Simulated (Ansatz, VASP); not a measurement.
## One calculation of NaCl, two programs

```
Na Cl
1.0
     0.04582    2.80270    2.80270
     2.80270    0.04582    2.80270
     2.84852    2.84852    0.00000
Na Cl
1 1
Direct
  0.00000 0.00000 0.00000
  0.50000 0.50000 0.50000
```

Change from the starting cell: shear_xy strain +3.3%.

Alike in both runs: task single point; functional PBE; k mesh 8 × 8 × 8; occupations fermi-dirac, width 0.02 eV; no spin polarisation.

|  | VASP | Ansatz |
| --- | --- | --- |
| version | VASP 6.6.1 | Ansatz 0.2.0 |
| potentials or method | VASP PAW PBE potentials, release 64 (Na_pv, Cl) | plane waves, PAW |
| plane-wave cutoff (eV) | 520 | 420 |
| valence electrons in the cell | 14 | 16 |

```tsv
	VASP	Ansatz	Ansatz less VASP
gap on the k mesh at the Fermi level (eV)	5.11	5.11	0.000
pressure (GPa)	1.2	1.3	+0.03
largest component of the traceless stress (GPa)	0.41	0.41	+0.001
```

The two sets of potentials don't hold the same shells in valence.

A k mesh can miss the band edges.
